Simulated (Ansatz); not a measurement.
# Trial structures of ZrB2: starts and ends

Level of theory: DFT PBE, scalar-relativistic, plane waves, PAW in Ansatz. Settings: cutoff 420 eV, Γ-centred meshes spaced at most about 0.3 Å⁻¹, and about 0.25 Å⁻¹ or finer for metals (2π included), Gaussian smearing. No spin polarisation in the final relaxations.

Each guess was relaxed in cell and atoms at zero pressure, within the symmetry of its start. All energies are static (0 K, no zero-point motion). Coordination counts B atoms around Zr (those within 1.25 times the shortest such distance or 1.15 times the sum of covalent radii; a plus sign parts nearer from farther groups).

```csv
guess,made from,start group,V start (Å³/atom),end group,V end (Å³/atom),coordination at the end,gap on mesh (eV),E over the lowest end (meV/atom)
1,random cell,Pmmm,12.3,?,?,?,?,?
2,random cell,R-3m,12.1,R-3m,12.3,Zr 4+6,0,1132
3,random cell,I4/mmm,11.8,I4/mmm,10.9,Zr 12,0,480
4,a cell as deposited in COD,P6/mmm,10.2,P6/mmm (AlB2),10.3,Zr 12,0,0
```

Guess 1 as it starts:

```yaml
crystal:
  lattice:
    - [2.85628, 0.00000, 0.00000]
    - [0.00000, 3.55879, 0.00000]
    - [0.00000, 0.00000, 3.62158]
  atoms:
    - { symbol: Zr, position: [0.50000, 0.00000, 0.00000] }
    - { symbol: B, position: [0.50000, 0.50000, 0.50000] }
    - { symbol: B, position: [0.50000, 0.00000, 0.50000] }
```

Task: Predict the end of this guess and its energy over the lowest end.

Result: It ends in space group Pmmm (No. 47), with a = 3.093 Å, b = 3.136 Å, c = 4.611 Å, 14.9 Å³/atom and no gap. It lies 1.44 eV/atom over the lowest end, above guess 2 and so the highest of the set. Counting B atoms around Zr, this end has Zr 2+4 and the lowest (guess 4) has Zr 12. This end holds B–B chains (shortest 1.57 Å); the lowest (guess 4) holds B–B nets (shortest 1.83 Å).

```cif
data_structure
_symmetry_space_group_name_H-M 'Pmmm'
_symmetry_Int_Tables_number 47
_cell_length_a 3.0925
_cell_length_b 3.1358
_cell_length_c 4.6109
_cell_angle_alpha 90.000
_cell_angle_beta 90.000
_cell_angle_gamma 90.000
_cell_volume 44.71
loop_
_atom_site_label
_atom_site_type_symbol
_atom_site_symmetry_multiplicity
_atom_site_Wyckoff_symbol
_atom_site_fract_x
_atom_site_fract_y
_atom_site_fract_z
_atom_site_occupancy
Zr1 Zr 1 b 0.50000 0.00000 0.00000 1
B1 B 1 h 0.50000 0.50000 0.50000 1
B2 B 1 d 0.50000 0.00000 0.50000 1
```

Energies over the elements count from the elements' standard structures at the same level, with no fitted energy shifts.

Task: Is the lowest end bound against the elements?

Result: Yes: its formation energy is −1.02 eV/atom. A negative formation energy is needed for stability but isn't enough: competing phases decide.

With atoms moved at random, P6/mmm came back. Other cells relaxed within their symmetry can be saddle points. Some candidate types were left out of the draw beforehand, so a known form may be missing.
